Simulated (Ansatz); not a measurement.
# C: the cost of one run

Computed with Ansatz 0.2.0 (DFT PBE+D3(BJ), scalar-relativistic, plane waves, PAW, unless a step's input says otherwise).

3 further runs of the same task are left out: 1 that didn't finish, 2 set aside as unsound or not needed.

## Step 1: The starting structure

The structure is orthorhombic, space group Fmmm (No. 69). The conventional cell has a = 2.466 Å, b = 4.268 Å, c = 6.784 Å, α = 90.00°, β = 90.00°, γ = 90.00°. C (site symmetry m2m) is surrounded by 3 C at 1.42 Å.

Coordinates:

```
C
1.0
     0.00000    2.13417    3.39214
     1.23281    0.00000    3.39214
     1.23281    2.13417    0.00000
C
2
Direct
  0.16670 0.83330 0.16670
  0.83330 0.16670 0.83330
```

This cell was relaxed beforehand with the same method: volume 8.92 Å³/atom, gap on the mesh 0.07 eV.

## Step 2: The reference: the undisturbed cell on the scan's mesh

Input file input.yaml:

```yaml
crystal:
  lattice:
    - [0.0, 2.1341717713, 3.3921351652]
    - [1.2328129398, 0.0, 3.3921351652]
    - [1.2328129398, 2.1341717713, 0.0]
  atoms:
    - { symbol: C, position: [0.1666996624, 0.8333003376, 0.1666996624] }
    - { symbol: C, position: [0.8333003376, 0.1666996624, 0.8333003376] }
basis:
  ecutwfc: 420
kpoints:
  mp_grid: { grid: [16, 16, 16] }
hamiltonian:
  xc: pbe
  dispersion: d3bj
scf:
  occupations: { method: gaussian, width: 0.03 }
output:
  forces: true
  stress: true
  eigenvalues: true
```

On the command line:

```bash
ansatz run input.yaml --threads 1 --pin off --max-ram 2560MiB --backend cpu --events-out ev --progress --plain --runs-dir out
```

Q: Estimate wall time and peak memory on 1 thread of AMD EPYC 9R45 (Zen 5), shared host.

About 2.1 s, with a peak of 0.43 GiB.
